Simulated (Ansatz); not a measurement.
**Ti: the order of phases at one pressure**

Aim: bring Ti in several structures (fcc, bcc, hcp, simple hexagonal, sc, omega) to one pressure and rank them by enthalpy. The pressure is set by scaling the first phase. Methods of the runs shown: LAPW. Companion runs by PAW are cited.

Program: Ansatz 0.2.0. Level of theory: DFT, PBE, all-electron LAPW, scalar-relativistic. These are calculated values, not measurements.

### 1 The starting structure

It takes space group Fm-3m (No. 225, cubic). The conventional cell has a = 3.800 Å, b = 3.800 Å, c = 3.800 Å, α = 90.00°, β = 90.00°, γ = 90.00°. Around Ti (site symmetry m-3m) lie 12 Ti at 2.69 Å.

Structure file:

```xyz
1
Lattice="0.0000 1.9000 1.9000 1.9000 0.0000 1.9000 1.9000 1.9000 0.0000" Properties=species:S:1:pos:R:3 pbc="T T T"
Ti    0.0000    0.0000    0.0000
```

### 2 Fcc relaxed under pressure, LAPW

input.yaml reads:

```yaml
crystal:
  lattice:
    - [0.0, 1.9000080254, 1.9000080254]
    - [1.9000080254, 0.0, 1.9000080254]
    - [1.9000080254, 1.9000080254, 0.0]
  atoms:
    - { symbol: Ti, position: [0.0, 0.0, 0.0] }
kpoints:
  mp_grid: { grid: [17, 17, 17] }
scf:
  occupations: { method: fermi_dirac, width: 0.1 }
hamiltonian:
  xc: pbe
  pseudopotentials: { kind: all_electron, lapw: { basis_error: 0.0005 } }
output:
  forces: true
  stress: true
  eigenvalues: true
relax:
  f_tol: 0.005
  max_steps: 12
  cell: { p_target: 38.0, stress_tol: 0.03 }
```

The run is started by

```console
ansatz run input.yaml --threads 1 --pin off --max-ram 3584MiB --backend cpu --events-out ev --progress --plain --runs-dir out
```

After this run come: Bcc relaxed under pressure, LAPW; Hcp relaxed under pressure, LAPW; Simple hexagonal relaxed under pressure, LAPW; Sc relaxed under pressure, LAPW; Omega relaxed under pressure, LAPW.

**Question.** What will these runs give? Wanted: pressure; lowest (for each run or level that gives them).

**Answer**, as computed:

| quantity | value |
| --- | --- |
| pressure | 38 GPa |
| lowest (LAPW) | omega, 55.0 meV/atom under hcp |
| lowest (PAW) | omega, 54.7 meV/atom under hcp |

**Reading.** By LAPW the order is omega < hcp < fcc < bcc < simple hexagonal < sc. By PAW the order is omega < hcp < fcc < bcc < simple hexagonal < sc. The methods agree on the lowest phase. Only these structures were tried, with electrons smeared by 0.1 eV and without vibrations, so the true ground state may be another. The k meshes differ between phases and weren't tested, which can move differences by some meV.
